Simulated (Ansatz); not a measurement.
**How far PBE and r2SCAN part for LiH, isotropic strain +3.85 %**

Base system: LiH in the rock salt structure (space group Fm-3m, No. 225; a = 4.007 Å).

(Cell as relaxed with PBE.)

Levels (all Ansatz, a first-principles code, PAW, earlier PAW set): PBE (420 eV, spin-orbit coupling left out); r2SCAN (500 eV, no spin-orbit coupling).

Each level relaxes its own structure.

| base | PBE | r2SCAN |
|---|---|---|
| volume per atom | 8.04 Å³ | 8.02 Å³ |
| lattice parameter a | 4.007 Å | 4.004 Å |
| band gap | 2.98 eV | 3.63 eV |

One thing is altered: an isotropic linear strain of +3.85 %, atoms relaxed at fixed cell.

| quantity | PBE | r2SCAN |
|---|---|---|
| shift of the gap caused by the change | +0.07 eV | +0.06 eV |
| energy relative to the base (free energy F) | +11 meV/atom | +11 meV/atom |
| pressure | -3.41 GPa | -3.39 GPa |
| electron mass | 0.13 mₑ along k, 1.0 mₑ across (at X) | 0.14 mₑ along k, 0.98 mₑ across (at X) |
| band gap | 3.06 eV | 3.69 eV |

PBE's band gap lies 0.63 eV below r2SCAN's; the two agree on the energy relative to the base. Neither level is exact; r2SCAN is the comparison here, not a measurement.

Masses are band curvatures over ±0.01 Å⁻¹ around the edge. Along k means along the line from Γ to the band edge. Stability against distortions was not tested.
